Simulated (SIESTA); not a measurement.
La2O3:

```
CELL_PARAMETERS angstrom
6.37027 0.00000 0.00000
-3.18514 5.51682 0.00000
0.00000 0.00000 3.28989
ATOMIC_POSITIONS crystal
La 0.66667 0.33333 0.49810
La 0.33333 0.66667 0.50190
O 0.50461 0.00000 0.00000
O 0.00000 0.50461 0.00000
O 0.49539 0.49539 0.00000
```

The cell comes from a database or a generator and needn't be the stable form of this composition.

Base run:

```yaml
Program: SIESTA 5.4.2
Functional: PBEsol
Potentials_or_basis: PseudoDojo 0.4 standard (PBEsol files)
Basis: DZP (energy shift 0.003 Ry; two zetas on semicore shells)
Grid_cutoff: 800 Ry
Energy_shift: 0.003 Ry
k_mesh: 5 × 5 × 8
Occupations: fermi-dirac, width 0.05 eV
Spin: no spin polarisation
```

Its results: band gap on the k mesh 1.31 eV, indirect (least direct gap 1.55 eV); pressure 1.9 GPa; largest force 0.030 eV/Å.

Q: The run is repeated on the same cell with these changes: functional from PBEsol to LDA; potentials or basis from PseudoDojo 0.4 standard (PBEsol files) to PseudoDojo 0.4 standard (PBE and LDA files). What comes out?

A: Band gap on the k mesh 1.19 eV, indirect (least direct gap 1.46 eV); pressure 0.0 GPa; largest force 0.036 eV/Å.

Caveats: spin-orbit coupling is left out, which moves the levels of the heavy elements; the basis of atomic orbitals isn't converged, which shifts pressures, moduli and gaps; the potentials were made for another functional, which shifts forces and pressure (some runs).
